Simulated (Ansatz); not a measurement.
hcp against bcc along group 6

Computed with DFT, RPBE, plane waves (420 eV) with PAW, scalar-relativistic in Ansatz 0.2.0. The PAW files were generated under PBE, with cores re-solved for the functional.

Each structure is relaxed within its symmetry, in the lowest magnetic state of the tried starts. Differences under about 8 meV lie within the error of the k-point mesh.

Real chromium orders in an incommensurate spin-density wave, which this two-atom cell only mimics.

| element | E(hcp) − E(bcc) (meV/atom) | V(hcp) (Å³/atom) | V(bcc) (Å³/atom) | state of hcp | state of bcc |
| --- | --- | --- | --- | --- | --- |
| Cr | ? | ? | ? | ? | ? |
| Mo | 436 | 16.35 | 16.03 | spin not included | spin not included |
| W | 499 | 16.74 | 16.35 | spin not included | spin not included |

**Question.** Fill in the row of Cr.

**Answer.** E(hcp) − E(bcc) (meV/atom): 435; V(hcp) (Å³/atom): 12.18; V(bcc) (Å³/atom): 12.24; state of hcp: non-magnetic; state of bcc: antiferromagnetic.
